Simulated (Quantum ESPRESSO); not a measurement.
Runs of Quantum ESPRESSO 7.5 on HfO2. The structure is orthorhombic, space group Pca2_1 (No. 29). The conventional cell has a = 5.219 Å, b = 5.005 Å, c = 5.033 Å, α = 90.00°, β = 90.00°, γ = 90.00°. Around Hf (site symmetry 1) lie 7 O at 2.02 to 2.23 Å. Around O (site symmetry 1) lie 3 Hf at 2.02 to 2.13 Å. O (site symmetry 1) is surrounded by 4 Hf at 2.11 to 2.23 Å. Measurements of this composition are mostly on another form, of space group No. 14.

```tsv
task	level	potentials or basis	cell	k mesh	cutoff (eV)	form of the LDA correlation	ASE optimiser	dispersion computed by	gap on the mesh (eV)	pressure (GPa)	V0 of scaled cells (Å³/atom)	B0 (GPa)	largest force (eV/Å)
equation of state	PBEsol	GBRV 1.5 PBEsol	as given	4 × 5 × 4	612	-	-	-	-	-	(d)	264	-
band structure	PBEsol	GBRV 1.5 PBEsol	as given	5 × 6 × 5	612	-	-	-	4.39	-0.1	-	-	0.08
band structure	BP86	PseudoDojo 0.4.1 SR PBE standard	as given	5 × 6 × 5	1143	-	-	-	4.48	(c)	-	-	0.08
equation of state	PBE	SSSP 1.3 efficiency PBE	as given	5 × 6 × 5	816	-	-	-	-	-	11.30	243	-
band structure	PBE	SSSP 1.3 efficiency PBE	as given	5 × 6 × 5	816	-	-	-	4.48	7.6	-	-	(a)
equation of state	LDA	GBRV 1.5 LDA	as given	4 × 5 × 4	612	PZ81	-	-	-	-	10.71	(b)	-
relaxation of cell and atoms	BP86+D4	PseudoDojo 0.4.1 SR PBE standard	relaxed	3 × 3 × 3	1143	-	BFGS	dftd4 4.3.1 through ASE	4.52	-0.1	-	-	0.02
```

Alike in all rows: no spin polarisation; smearing fermi-dirac 0.05 eV.

**Question.** Estimate the missing entries.

**Answer.** (a) 0.09; (b) 281; (c) 7.1; (d) 10.96.

Caveats: spin-orbit coupling is left out, which moves the levels of the heavy elements (some runs); the cell was scaled at fixed shape and fractional positions, which overstates the stiffness of a crystal with free parameters, most of all of layers and chains (some runs); the potentials were made for another functional, which shifts forces and pressure (some runs); some levels on the path didn't converge (some runs); an odd mesh through Γ misses points on the zone boundary, where band edges often lie (some runs).

A k mesh can miss the band edges, and the runs leave out spin-orbit coupling on Hf.

Not every run made on this cell is shown here.
